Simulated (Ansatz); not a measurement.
The cell is ZnSnP₂ (I-42d) from a database structure; cell and atoms were relaxed with r2SCAN. Space group I-42d (No. 122), tetragonal; conventional cell a = 5.650 Å, c = 11.327 Å, 22.60 Å³ an atom. Zn has 4 P at 2.38 Å; Sn has 4 P at 2.52 Å; P has 2 Zn at 2.38 Å and 2 Sn at 2.52 Å.

```
Zn Sn P
1.0
    -2.82521    2.82521    5.66357
     2.82521   -2.82521    5.66357
     2.82521    2.82521   -5.66357
Zn Sn P
2 2 4
Direct
  0.75000 0.25000 0.50000
  0.00000 0.00000 0.00000
  0.25000 0.75000 0.50000
  0.50000 0.50000 0.00000
  0.37500 0.35326 0.47826
  0.64674 0.12500 0.02174
  0.10326 0.62500 0.97826
  0.87500 0.89674 0.52174
```

The questions ask for values computed with Ansatz on this geometry. (Simulation; no magnetic order is allowed.)

Given (6×6×6 mesh): The r2SCAN gap is direct at Γ: 1.25 eV.

Problem. Estimate the gap with LDA on 6×6×6.

Solution. LDA gives a direct gap of 0.64 eV at Γ. The gap differs by -0.61 eV from r2SCAN's.

Problem. What does PBE+SOC give for the gap (6×6×6 mesh)?

Solution. PBE+SOC gives a direct gap of 0.81 eV at Γ. Spin-orbit coupling itself accounts for -0.02 eV. The gap differs by -0.44 eV from r2SCAN's.

Problem. Estimate the gap with HSE06 on 4×4×4.

Solution. The HSE06 gap is direct at Γ: 1.68 eV. The gap differs by +0.43 eV from r2SCAN's.

Problem. How does the gap change from r2SCAN to PBE0 (4×4×4)?

Solution. PBE0 gives a direct gap of 2.28 eV at Γ. The gap differs by +1.03 eV from r2SCAN's.

Problem. Order these levels by the gap that they give, smallest first.
A. HSE06
B. r2SCAN
C. PBE0
D. LDA
E. r2SCANh
F. PBE

Solution. D (0.64 eV), F (0.83 eV), B (1.25 eV), A (1.68 eV), E (1.75 eV), C (2.28 eV).

Problem. What do these levels agree on?

Solution. r2SCAN covers 49 % of the step from PBE to HSE06. For gaps to 0.1 eV, spin-orbit coupling (up to 0.02 eV here) can be left out. Among these functionals the gap stays direct.

Only the levels marked +SOC include spin-orbit coupling.
